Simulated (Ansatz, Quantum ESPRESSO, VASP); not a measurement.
MgO: highest zone-centre phonon by level of theory

```cif
data_structure
_symmetry_space_group_name_H-M 'P 1'
_symmetry_Int_Tables_number 1
_cell_length_a 2.9656
_cell_length_b 2.9656
_cell_length_c 2.9656
_cell_angle_alpha 60.000
_cell_angle_beta 60.000
_cell_angle_gamma 60.000
_cell_volume 18.44
loop_
_atom_site_label
_atom_site_type_symbol
_atom_site_fract_x
_atom_site_fract_y
_atom_site_fract_z
_atom_site_occupancy
Mg1 Mg 0.00000 0.00000 0.00000 1
O1 O 0.50000 0.50000 0.50000 1
```

The cell is a database's computed one, not the measured one.

```tsv
rung	level	program and potentials	cutoff (eV)	k mesh	smearing	task	highest zone-centre phonon (cm⁻¹)	notes
LDA	LDA	Ansatz, all-electron LAPW, scalar-relativistic	-	8 × 8 × 8	fermi-dirac 0.05	phonons	386	-
LDA	LDA	Quantum ESPRESSO, GBRV 1.5 LDA	612	6 × 6 × 6, shifted	fermi-dirac 0.05	phonons	409	8 valence electrons an atom on average; cell relaxed first (9.01 Å³/atom)
LDA + dispersion	LDA+D3(BJ)	Ansatz, JTH PAW	1380	10 × 10 × 10	fixed	phonons	388	potentials made for PBE; 8 valence electrons an atom on average
GGA	PBE	Ansatz, all-electron LAPW, scalar-relativistic	-	8 × 8 × 8	fermi-dirac 0.05	phonons	405	-
GGA	PBE	Quantum ESPRESSO, GBRV 1.5 PBE	612	6 × 6 × 6, shifted	fermi-dirac 0.05	phonons	366	8 valence electrons an atom on average; cell relaxed first (9.63 Å³/atom)
GGA	PBEsol	Ansatz, all-electron LAPW, scalar-relativistic	-	8 × 8 × 8	fermi-dirac 0.05	phonons	400	-
GGA	PBEsol	Quantum ESPRESSO, GBRV 1.5 PBEsol	612	6 × 6 × 6, shifted	fermi-dirac 0.05	phonons	386	8 valence electrons an atom on average; cell relaxed first (9.36 Å³/atom)
GGA	WC	Quantum ESPRESSO, GBRV 1.5 PBE	612	6 × 6 × 6, shifted	fermi-dirac 0.05	phonons	383	potentials made for PBE; 8 valence electrons an atom on average; cell relaxed first (9.40 Å³/atom)
GGA	revPBE	Quantum ESPRESSO, GBRV 1.5 PBE	612	6 × 6 × 6, shifted	fermi-dirac 0.05	phonons	351	potentials made for PBE; 8 valence electrons an atom on average; cell relaxed first (9.85 Å³/atom)
meta-GGA + dispersion	r2SCAN+D3(BJ)	VASP, PBE PAW files Mg, O, 600 eV	600	8 × 8 × 8	gaussian 0.05	elastic constants	423	potentials made for PBE; 4 valence electrons an atom on average; cell relaxed first (9.08 Å³/atom)
```

All rows: no spin polarisation. Smearing widths are in eV. Meshes differ between rows, which moves values too. All levels ran on this one cell, unrelaxed unless noted. Frequencies are at q = 0 without the long-range field, so in polar crystals they are those of transverse modes; the cell's volume weighs on them. Meshes are those of the run's cell of 2 atoms unless a note names another. Runs on faulty files, with rough fits or with known faults for this quantity aren't shown. No row holds spin-orbit coupling.

By rung: LDA 386; LDA in relaxed cells 409; LDA + dispersion 388; GGA 400 to 405; GGA in relaxed cells 351 to 386; meta-GGA + dispersion in relaxed cells 423 (cm⁻¹).

In the relaxed cells run with one program and potential family, the transverse optical mode softens steadily as the volume grows, from 409 cm⁻¹ in LDA to 351 cm⁻¹ in revPBE. In this ionic crystal the restoring force comes from short-range Mg–O overlap repulsion, partly cancelled by the dipolar field. The repulsion decays steeply with distance, so a small expansion costs much of the stiffness. The low PBE and revPBE values thus probably reflect the familiar overexpansion of the lattice by these functionals more than a poor description of the bond.

The common cell supports this: there the all-electron order reverses, with LDA at 386 and PBE at 405 cm⁻¹. The r2SCAN+D3(BJ) row breaks the volume trend, being stiffer than LDA in a slightly larger cell; the functional, the dispersion term or the potentials could be responsible. Zone-centre modes alone don't establish dynamical stability across the Brillouin zone.
